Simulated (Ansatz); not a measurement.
**C vacancy in SiC**

Aim: make a C vacancy in a supercell of 48 atoms of SiC, relax it, in the charges +2, +1, 0, and find its formation energy, moment and surroundings.

Computed with Ansatz 0.2.0 (DFT PBE, scalar-relativistic, plane waves, PAW, unless a step's input says otherwise).

3 further runs of the same task are left out: 3 set aside as unsound or not needed.

## 1. The starting structure

The structure is hexagonal, space group P6_3mc (No. 186). Conventional cell: a = 3.092 Å, b = 3.092 Å, c = 5.074 Å, α = 90.00°, β = 90.00°, γ = 120.00°. Si (site symmetry 3m) is surrounded by 4 C at 1.89 to 1.91 Å. C (site symmetry 3m) has 4 Si at 1.89 to 1.91 Å as nearest neighbours.

Structure file:

```cif
data_structure
_symmetry_space_group_name_H-M 'P6_3mc'
_symmetry_Int_Tables_number 186
_cell_length_a 3.0919
_cell_length_b 3.0919
_cell_length_c 5.0743
_cell_angle_alpha 90.000
_cell_angle_beta 90.000
_cell_angle_gamma 120.000
_cell_volume 42.01
loop_
_atom_site_label
_atom_site_type_symbol
_atom_site_symmetry_multiplicity
_atom_site_Wyckoff_symbol
_atom_site_fract_x
_atom_site_fract_y
_atom_site_fract_z
_atom_site_occupancy
Si1 Si 2 b 0.33333 0.66667 0.49958 1
C1 C 2 b 0.33333 0.66667 0.87542 1
```

It goes back to an entry of the Materials Project.

It is the result of an earlier relaxation at this level (volume 10.50 Å³/atom; gap on the mesh: 2.31 eV).

The host's static dielectric tensor, from an earlier linear-response run, has a mean of 10.60.

## 2. Host supercell without the defect

File input.yaml:

```yaml
crystal:
  lattice:
    - [-6.1838730361, 0.0, -5.0742922873]
    - [3.0919365181, 5.3553911431, -5.0742922873]
    - [3.0919365181, -5.3553911431, -5.0742922873]
  atoms:
    - { symbol: Si, position: [0.6668060976, 0.3334727643, 0.500139431] }
    - { symbol: Si, position: [0.3334727643, 0.000139431, 0.1668060976] }
    - { symbol: Si, position: [0.500139431, 0.1668060976, 0.8334727643] }
    - { symbol: Si, position: [0.000139431, 0.1668060976, 0.3334727643] }
    - { symbol: Si, position: [0.500139431, 0.6668060976, 0.3334727643] }
    - { symbol: Si, position: [0.1668060976, 0.3334727643, 0.000139431] }
    - { symbol: Si, position: [0.8334727643, 0.000139431, 0.6668060976] }
    - { symbol: Si, position: [0.6668060976, 0.8334727643, 0.000139431] }
    - { symbol: Si, position: [0.3334727643, 0.500139431, 0.6668060976] }
    - { symbol: Si, position: [0.1668060976, 0.8334727643, 0.500139431] }
    - { symbol: Si, position: [0.8334727643, 0.500139431, 0.1668060976] }
    - { symbol: Si, position: [0.000139431, 0.6668060976, 0.8334727643] }
    - { symbol: Si, position: [0.3334727643, 0.1668060976, 0.500139431] }
    - { symbol: Si, position: [0.000139431, 0.8334727643, 0.1668060976] }
    - { symbol: Si, position: [0.1668060976, 0.000139431, 0.8334727643] }
    - { symbol: Si, position: [0.6668060976, 0.000139431, 0.3334727643] }
    - { symbol: Si, position: [0.1668060976, 0.500139431, 0.3334727643] }
    - { symbol: Si, position: [0.8334727643, 0.1668060976, 0.000139431] }
    - { symbol: Si, position: [0.500139431, 0.8334727643, 0.6668060976] }
    - { symbol: Si, position: [0.3334727643, 0.6668060976, 0.000139431] }
    - { symbol: Si, position: [0.000139431, 0.3334727643, 0.6668060976] }
    - { symbol: Si, position: [0.8334727643, 0.6668060976, 0.500139431] }
    - { symbol: Si, position: [0.500139431, 0.3334727643, 0.1668060976] }
    - { symbol: Si, position: [0.6668060976, 0.500139431, 0.8334727643] }
    - { symbol: C, position: [0.5415272357, 0.2081939024, 0.374860569] }
    - { symbol: C, position: [0.2081939024, 0.874860569, 0.0415272357] }
    - { symbol: C, position: [0.374860569, 0.0415272357, 0.7081939024] }
    - { symbol: C, position: [0.874860569, 0.0415272357, 0.2081939024] }
    - { symbol: C, position: [0.374860569, 0.5415272357, 0.2081939024] }
    - { symbol: C, position: [0.0415272357, 0.2081939024, 0.874860569] }
    - { symbol: C, position: [0.7081939024, 0.874860569, 0.5415272357] }
    - { symbol: C, position: [0.5415272357, 0.7081939024, 0.874860569] }
    - { symbol: C, position: [0.2081939024, 0.374860569, 0.5415272357] }
    - { symbol: C, position: [0.0415272357, 0.7081939024, 0.374860569] }
    - { symbol: C, position: [0.7081939024, 0.374860569, 0.0415272357] }
    - { symbol: C, position: [0.874860569, 0.5415272357, 0.7081939024] }
    - { symbol: C, position: [0.5415272357, 0.374860569, 0.7081939024] }
    - { symbol: C, position: [0.2081939024, 0.0415272357, 0.374860569] }
    - { symbol: C, position: [0.374860569, 0.2081939024, 0.0415272357] }
    - { symbol: C, position: [0.874860569, 0.2081939024, 0.5415272357] }
    - { symbol: C, position: [0.374860569, 0.7081939024, 0.5415272357] }
    - { symbol: C, position: [0.0415272357, 0.374860569, 0.2081939024] }
    - { symbol: C, position: [0.7081939024, 0.0415272357, 0.874860569] }
    - { symbol: C, position: [0.5415272357, 0.874860569, 0.2081939024] }
    - { symbol: C, position: [0.2081939024, 0.5415272357, 0.874860569] }
    - { symbol: C, position: [0.0415272357, 0.874860569, 0.7081939024] }
    - { symbol: C, position: [0.7081939024, 0.5415272357, 0.374860569] }
    - { symbol: C, position: [0.874860569, 0.7081939024, 0.0415272357] }
basis:
  ecutwfc: 420
  xc_grid: 2
kpoints:
  mp_grid: { grid: [2, 2, 2], shift: [0.0, 0.0, 0.0] }
hamiltonian:
  xc: pbe
scf:
  occupations: { method: gaussian, width: 0.01 }
output:
  forces: true
  stress: true
  eigenvalues: true
```

On the command line:

```
$ ansatz run input.yaml --threads 4 --pin off --max-ram 8192MiB --backend cpu --events-out ev --progress --plain --runs-dir out
```

The session goes on with these runs: charge state 0; charge state +1; charge +1, second spin start; charge state +2.

What does the calculation give? Wanted: formation energy, neutral; nearest atoms after relaxation, one image of each, neutral.

As calculated:

| quantity | value |
| --- | --- |
| formation energy, neutral | 4.87 eV |
| nearest atoms after relaxation, one image of each, neutral | 3 Si at 1.85 Å, 1 Si at 1.92 Å |
| level (+2/+1) above the valence top | 1.09 eV |
| level (+1/0) above the valence top | 1.59 eV |

Forming the neutral defect takes 4.87 eV with the elements as reservoirs. With elemental C as the reservoir this is the highest cost; C-poor conditions lower it. Spin polarisation was off in the neutral run, so a moment could not show there. Among the charges computed the stable one is +2 at the valence top, changing to +1 at 1.09 eV, changing to 0 at 1.59 eV, in a gap of 2.31 eV. The alignment term, up to 0.61 eV here, is marked as doubtful by the program in a cell of this size. Levels are placed in the host's Kohn-Sham gap, which is usually too small at this level and squeezes them. With 48 host sites the defect feels its images, so energies are good to tenths of an eV at best. A distortion of lower symmetry was not tried. Where the defect's electrons or holes spill into a band, band filling in so small a cell adds more.
